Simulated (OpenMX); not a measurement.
Mo in OpenMX: the effect of dispersion

Mo:

```
CELL_PARAMETERS angstrom
-1.58381 1.58381 1.58381
1.58381 -1.58381 1.58381
1.58381 1.58381 -1.58381
ATOMIC_POSITIONS crystal
Mo 0.00000 0.00000 0.00000
```

Alike in all runs:

| Property | Result |
| --- | --- |
| Program | OpenMX 3.8.5 |
| Task | single point |
| Functional | PBE |
| Potentials or basis | OpenMX 2013 PBE set, Mo7.0-s3p2d2, grid cutoff 400 Ry |
| k mesh | 9 × 9 × 9 |
| Occupations | fermi-dirac, width 0.05 eV |
| Spin | no spin polarisation |

One run gave: pressure 2.0 GPa. Which dispersion did it use?
A. D4
B. none
C. D3
D. D3(BJ)

B.

```tsv
dispersion	pressure (GPa)
none	2.0
D3	-5.0
D3(BJ)	-5.4
D4	-3.8
```

Caveats: the basis of atomic orbitals isn't converged, which shifts pressures, moduli and gaps; pairwise dispersion overbinds metals, which lowers pressure and volume (some runs).
